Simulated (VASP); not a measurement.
ZrC: equation of state with LDA

ZrC:

```
CELL_PARAMETERS angstrom
0.00000 2.32256 2.32256
2.32256 0.00000 2.32256
2.32256 2.32256 0.00000
ATOMIC_POSITIONS crystal
Zr 0.50000 0.50000 0.50000
C 0.00000 0.00000 0.00000
```

```yaml
Program: VASP 6.6.1
Task: equation of state
Functional: LDA
Potentials_or_basis: VASP PAW LDA potentials, release 64 (Zr_sv, C)
Cutoff: 520 eV
k_mesh: 8 × 8 × 8
Occupations: fermi-dirac, width 0.05 eV
Spin: no spin polarisation
```

| Item | Value |
| --- | --- |
| Equilibrium volume | 12.54 Å³/atom |
| Bulk modulus | 246 GPa |
| Pressure derivative of the bulk modulus | 4.0 (rough: it moves with the points fitted) |

Energy against volume, from the lowest point:
```csv
volume (Å³/atom),energy (meV/atom)
12.027,17.00
12.278,4.24
12.529,0.00
12.779,3.47
13.030,13.92
```

All runs of the series together: 79 s on 1 thread of Intel(R) Xeon(R) Platinum 8488C (Sapphire Rapids) (shared host).
